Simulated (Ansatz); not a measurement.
Input and command of a plane-wave DFT calculation in Ansatz:

```yaml
crystal:
  lattice:
    - [2.2853129741, -1.3228426839, -0.1752982378]
    - [2.2853129741, 1.3228426839, -0.1752982378]
    - [-2.1742011655, 0.0, 11.2079413062]
  atoms:
    - { symbol: Zn, position: [1.0, 1.0, 1.0] }
    - { symbol: Zn, position: [0.4214995148, 0.4214995148, 0.6333131928] }
    - { symbol: Zn, position: [0.5785004852, 0.5785004852, 0.3666868072] }
    - { symbol: H, position: [0.396393025, 0.396393025, 0.095410811] }
    - { symbol: H, position: [0.603606975, 0.603606975, 0.904589189] }
basis:
  ecutwfc: 420
kpoints:
  mp_grid: { grid: [14, 14, 4] }
hamiltonian:
  xc: pbe
scf:
  occupations: { method: gaussian, width: 0.1 }
output:
  forces: true
  stress: true
  eigenvalues: true
relax:
  adjacent_minimum: "off"
  f_tol: 0.025
  max_steps: 70
  cell: { stress_tol: 0.12 }
```

```bash
ansatz run input.yaml --threads 2 --pin off --max-ram 5120MiB --backend cpu --events-out ev --progress --plain --runs-dir out
```

Processor: Arm Neoverse V1, 2 threads, on a host shared with other jobs.

Q: How long does it run, and how much memory does it take?

A: About 54 s on 2 threads of Arm Neoverse V1, with other jobs on the host, peak memory 0.56 GiB. It solves 24 bands at 219 k points (the mesh reduced by the symmetry that the task leaves, which can be less than the crystal's) with about 1327 plane waves (on the last cell), in 30 SCF iterations over 5 ionic steps.